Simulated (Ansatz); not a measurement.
# B (beta tin type): how the settings move a single-point run

Aim: see which settings change the result for B (beta tin type), by how much, and at what cost.

Computed with Ansatz 0.2.0 (reference: DFT, PBE, PAW with Ansatz's default frozen-core files, scalar-relativistic, unless a step's input says otherwise).

### 1 The structure to begin with

The structure is tetragonal, space group I4_1/amd (No. 141). The conventional cell has a = 4.027 Å, b = 4.027 Å, c = 1.577 Å, α = 90.00°, β = 90.00°, γ = 90.00°. Around B (site symmetry -4m2) lie 2 B at 1.58 Å.

Coordinates:

```
CELL_PARAMETERS angstrom
-2.01326 2.01326 0.78844
2.01326 -2.01326 0.78844
2.01326 2.01326 -0.78844
ATOMIC_POSITIONS crystal
B 0.62500 0.87500 0.75000
B 0.37500 0.12500 0.25000
```

### 2 Baseline

File input.yaml:

```yaml
crystal:
  lattice:
    - [-2.013256683, 2.013256683, 0.7884444634]
    - [2.013256683, -2.013256683, 0.7884444634]
    - [2.013256683, 2.013256683, -0.7884444634]
  atoms:
    - { symbol: B, position: [-0.375, -0.125, -0.25] }
    - { symbol: B, position: [0.375, 0.125, 0.25] }
kpoints:
  mp_grid: { grid: [21, 21, 21] }
  band_path:
    path:
      - [0.0, 0.0, 0.0]
      - [0.0, 0.0, 0.5]
      - [-0.5, 0.5, 0.5]
      - [0.0, 0.0, 0.0]
      - [0.2883428089, 0.2883428089, -0.2883428089]
      - [-0.2883428089, 0.7116571911, 0.2883428089]
      - [-0.5, 0.5, 0.5]
      - [0.0, 0.0, 0.5]
      - [0.25, 0.25, 0.25]
    npoints: 8
scf:
  occupations: { method: fermi_dirac, width: 0.05 }
hamiltonian:
  xc: pbe
  pseudopotentials: { kind: paw }
output:
  forces: true
  stress: true
  eigenvalues: true
  populations: true
  dos: { projected: true, de: 0.2, e_range: [-14, 8] }
  write_density: true
  write_potential: true
  elf: true
  volumetric_format: npy
```

Started as:

```sh
ansatz run input.yaml --threads 1 --pin off --max-ram 2048MiB --backend cpu --events-out ev --progress --plain --runs-dir out
```

### 3 Variant: accuracy medium, ecutwfc 51.4 Ry, xc_grid 4

input.yaml, as its differences from that of step 2:

```diff
@@ -32,6 +32,5 @@
   populations: true
-  dos: { projected: true, de: 0.2, e_range: [-14, 8] }
-  write_density: true
-  write_potential: true
-  elf: true
-  volumetric_format: npy
+accuracy: medium
+basis:
+  ecutwfc: "51.4 Ry"
+  xc_grid: 4
```

Q: Predict the outcome of this session. Wanted: for each run, ending; energy change; pressure; gap; force.

As calculated:

| run | ending | energy change | pressure (GPa) | gap (eV) | force (eV/Å) | cycles | time |
| --- | --- | --- | --- | --- | --- | --- | --- |
| reference | converged | 0 | 27.7 | 0.00 | 0.00 | 6 | 7.1 s |
| 1: accuracy medium, ecutwfc 51.4 Ry, xc_grid 4 | converged | -1.7 meV/atom | 27.7 | 0.00 | 0.00 | 6 | 12 s |

Times don't compare one to one where runs were asked for different outputs or read a saved state (see the inputs); cycles may leave out searches for a lower state.

Residual by cycle in the longest SCF loop of each run; runs are numbered as in the table. The quantity is the density residual dr2, in eV.

| cycle | reference | run 1 |
| --- | --- | --- |
| 1 | 0.0042 | 0.00418 |
| 2 | 0.00167 | 0.00167 |
| 3 | 3.2e-6 | 3.6e-6 |
| 4 | 5.1e-8 | 1.1e-7 |
| 5 | 3.0e-10 | 5.3e-10 |
| 6 | 5.2e-13 | 7.9e-13 |

**Reading.** Changing the accuracy level, cutoff and numerical grids moves the energy by -1.7 meV/atom. The structure is not at rest: the sound run finds 28 GPa, so these are no properties of the relaxed crystal. 
